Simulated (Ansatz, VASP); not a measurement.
## P in VASP and in Ansatz

INCAR

```
SYSTEM = P
AGGAC = 1.0
AGGAX = 1.0
ALDAC = 0.0
ALDAX = 1.0
ALGO = Normal
EDIFF = 1E-7
ENCUT = 520
GGA = B5
ISIF = 2
ISMEAR = -1
LASPH = .TRUE.
LCHARG = .FALSE.
LREAL = .FALSE.
LWAVE = .FALSE.
NBANDS = 8
NELM = 80
PREC = Accurate
SIGMA = 0.1
```

Contents of KPOINTS:

```
k-points
0
G
  16 16 16
  0 0 0
```

File POSCAR:

```
P
1.0
   -1.5749053455      1.5749053455      1.5749053455
    1.5749053455     -1.5749053455      1.5749053455
    1.5749053455      1.5749053455     -1.5749053455
P
1
Direct
    0.0000000000      0.0000000000      0.0000000000
```

Input for Ansatz:

```yaml
crystal:
  lattice:
    - [-1.5749053455, 1.5749053455, 1.5749053455]
    - [1.5749053455, -1.5749053455, 1.5749053455]
    - [1.5749053455, 1.5749053455, -1.5749053455]
  atoms:
    - { symbol: P, position: [0.0, 0.0, 0.0] }
hamiltonian:
  xc: blyp
  pseudopotentials:
    kind: paw
    azcp:
      P: "pseudopotentials/P.paw.azcp"
basis:
  ecutwfc: 420
  fft_grid_basis: typed
kpoints:
  mp_grid: { grid: [16, 16, 16], shift: [0, 0, 0] }
magnetization:
  spin_polarized: false
scf:
  occupations: { method: fermi_dirac, width: 0.1 }
  lower_state_search: "off"
output:
  stress: true
```

Alike in both runs: task single point; functional BLYP; k mesh 16 × 16 × 16; occupations fermi-dirac, width 0.1 eV; no spin polarisation.

|  | VASP | Ansatz |
| --- | --- | --- |
| version | VASP 6.6.1 | Ansatz 0.2.0 |
| potentials or method | VASP PAW PBE potentials, release 64 (P) | plane waves (420 eV) with PAW, scalar-relativistic |
| plane-wave cutoff (eV) | 520 | 420 |
| valence electrons in the cell | 5 | 5 |

|  | VASP | Ansatz | Ansatz less VASP |
| --- | --- | --- | --- |
| pressure (GPa) | 3.3 | 3.1 | -0.16 |

The functional is the same, so the differences come from potentials, cutoffs and numerics.

Caveats: the PAW data sets were made with another functional, which shifts forces and pressure a little (VASP).
